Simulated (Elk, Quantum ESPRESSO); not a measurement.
A Quantum ESPRESSO input for a self-consistent single point of InN (P6_3mc, 4 atoms in the cell) (DFT, PBE, plane waves, PseudoDojo standard norm-conserving (PBE) pseudopotentials):

```fortran
&CONTROL
 calculation = 'scf'
 prefix = 'scf'
 outdir = './work'
 pseudo_dir = './'
 tprnfor = .true.
 tstress = .true.
/
&SYSTEM
 ibrav = 0
 nat = 4
 ntyp = 2
 ecutwfc = 85
 occupations = 'smearing'
 smearing = 'fermi-dirac'
 degauss = 0.0073499
/
&ELECTRONS
 conv_thr = 1.0d-10
 mixing_beta = 0.7
/
ATOMIC_SPECIES
In   114.8180  In.upf
N     14.0070  N.upf
ATOMIC_POSITIONS {crystal}
In    0.6666666667    0.3333333333    0.5004800000
In    0.3333333333    0.6666666667    0.0004800000
N     0.6666666667    0.3333333333    0.8795200000
N     0.3333333333    0.6666666667    0.3795200000
K_POINTS {automatic}
7 7 4  0 0 0
CELL_PARAMETERS {bohr}
   6.7251307860     0.0000000000     0.0000000000
  -3.3625653930     5.8241341044     0.0000000000
   0.0000000000     0.0000000000    10.8578844319
```

Q: Give the Elk input for the same structure, mesh, smearing and functional.

A: One input that does it (others would too):

```
tasks
  0

xctype
  20

rmtscf
  0.87

swidth
  0.00367493

maxscl
  100

scale
  1.889726125

avec
    3.5587859523    0.0000000111    0.0000000000
   -1.7793929857    3.0819990358    0.0000000000
    0.0000000000    0.0000000000    5.7457450000

sppath
  'species/'

atoms
  2
  'In.in'
  2
  0.6666666667  0.3333333333  0.5004800000    0.0 0.0 0.0
  0.3333333333  0.6666666667  0.0004800000    0.0 0.0 0.0
  'N.in'
  2
  0.6666666667  0.3333333333  0.8795200000    0.0 0.0 0.0
  0.3333333333  0.6666666667  0.3795200000    0.0 0.0 0.0

ngridk
  7 7 4
```

Basis, cutoffs, solver keys and any potentials are the target program's own. This input uses DFT, PBE, all-electron FP-LAPW, Elk's shipped species files, default APW+lo basis.

The starting cell comes from a database of computed structures (which also holds hypothetical and non-ambient phases and stackings), without a prior relaxation at this level. Its lattice was rescaled by a random factor within 2.5 % of one.
